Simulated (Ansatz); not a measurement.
Consider GeTe (space group R3m, No. 160).

```yaml
crystal:
  lattice:
    - [2.08110, 1.20152, 3.48782]
    - [-2.08110, 1.20152, 3.48782]
    - [0.00000, -2.40305, 3.48782]
  atoms:
    - { symbol: Ge, position: [0.23834, 0.23834, 0.23834] }
    - { symbol: Te, position: [0.76166, 0.76166, 0.76166] }
```

Cartesian axes are those of the cell as printed.

Level of theory: DFT with PBEsol, PAW potentials and a 420 eV plane-wave cutoff in Ansatz (a program for electronic structure), no SOC.

For the base:

- Shortest interatomic distance = 2.833 Å

The change: uniaxial strain ε_zz = +0.56 %, all other strain components held at zero; the atoms relax in the strained cell.

Question: Estimate the effect on the energy relative to the base, stress and shortest interatomic distance.

Answer: The energy stays essentially unchanged; the stress (xx, yy, zz, yz, xz, xy; compression positive) amounts to (-0.16, -0.16, -0.34, 0.00, 0.00, 0.00) GPa; the shortest interatomic distance stays 2.833 Å.

Stability against distortions was not tested.
